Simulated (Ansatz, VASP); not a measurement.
# Two plane-wave programs on SiO2 (Cristobalite)

```xyz
12
Lattice="4.9820 0.0000 0.0000 0.0000 4.9820 0.0000 0.0000 0.0000 6.9630" Properties=species:S:1:pos:R:3 pbc="T T T"
Si    3.9877    0.9988    5.2030
Si    3.4573    3.5152    3.4899
Si    1.0546    3.9926    1.7266
Si    1.4887    1.4509   -0.0121
O     0.4931    1.1745    5.7505
O     1.3401    3.0531    0.4400
O     4.5068    3.7845    2.2025
O     3.6640    1.9690    3.9860
O     3.0088    1.3025    6.4392
O     3.8036    4.4830    4.7210
O     1.9606    3.6526    2.9135
O     1.2136    0.5654    1.2394
```

Change from the starting cell: atoms moved at random, drawn with an rms of 0.05 Å.

Alike in both runs: task single point; functional PBE; k mesh 6 × 6 × 4; occupations fermi-dirac, width 0.05 eV; no spin polarisation.

|  | VASP | Ansatz |
| --- | --- | --- |
| version | VASP 6.6.1 | Ansatz 0.2.0 |
| potentials or method | VASP PAW PBE potentials, release 64 (Si, O) | Ansatz PAW |
| plane-wave cutoff (eV) | 520 | 420 |
| valence electrons in the cell | 64 | 64 |

```csv
,VASP,Ansatz,Ansatz less VASP
gap on the k mesh at the Fermi level (eV),5.63,5.62,-0.002
least direct gap on the mesh (eV),5.63,5.62,-0.002
pressure (GPa),6.9,6.8,-0.13
largest component of the traceless stress (GPa),4.15,4.14,-0.009
rms of the force components (eV/Å),1.333,1.325,-0.0084
```

Atom by atom the forces differ by 0.016 eV/Å (rms over components).

Caveats: the pressure holds a Pulay correction of +0.5 GPa for the finite cutoff (Ansatz). A k mesh can miss the band edges.
